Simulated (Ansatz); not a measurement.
## Phases of Al at 30 GPa

Structure types of Al are relaxed in primitive cells with their symmetry kept at 30 GPa, on PAW files; LAPW relaxes the small cells further and takes the PAW cell for the others (marked *). The enthalpy is E + pV at zero temperature, without zero-point motion. Only the types listed were tried, and differences under about 5 meV/atom are mesh noise.

All numbers are PBE results (scalar-relativistic) from Ansatz 0.2.0, with Fermi–Dirac smearing of 0.08 eV, no spin polarisation. Methods: LAPW: all electrons, basis error target 0.5 meV/atom; PAW: frozen-core files, cutoff 420 eV.

k meshes: fcc 18×18×18, bcc 18×18×18, hcp 17×17×9, dhcp 14×14×4, omega 9×9×12, hP4 10×10×7.

**Question.** Order the types by LAPW enthalpy, lowest first.
A. fcc
B. hP4
C. bcc
D. dhcp
E. hcp
F. omega

**Answer.** A (0 meV/atom), D (18 meV/atom), E (41 meV/atom), C (129 meV/atom), F (188 meV/atom), B (718 meV/atom).

```tsv
start type	ends as	a, b, c (Å)	V (Å³/atom)	H − H(lowest), LAPW (meV/atom)	same, PAW
fcc	fcc, Fm-3m	3.741, 3.741, 3.741	13.09	0.0	0.0
bcc	bcc, Im-3m	2.973, 2.973, 2.973	13.14	128.5	127.9
hcp	hcp, P6_3/mmc	2.643, 2.643, 4.329	13.10	40.6	40.2
dhcp*	dhcp, P6_3/mmc	2.639, 2.639, 8.693	13.11	18.2	18.1
omega	omega, P6/mmm	4.250, 4.250, 2.552	13.31	187.9	187.7
hP4*	hP4, P6_3/mmc	3.794, 3.794, 4.885	15.22	718.2	720.9
```
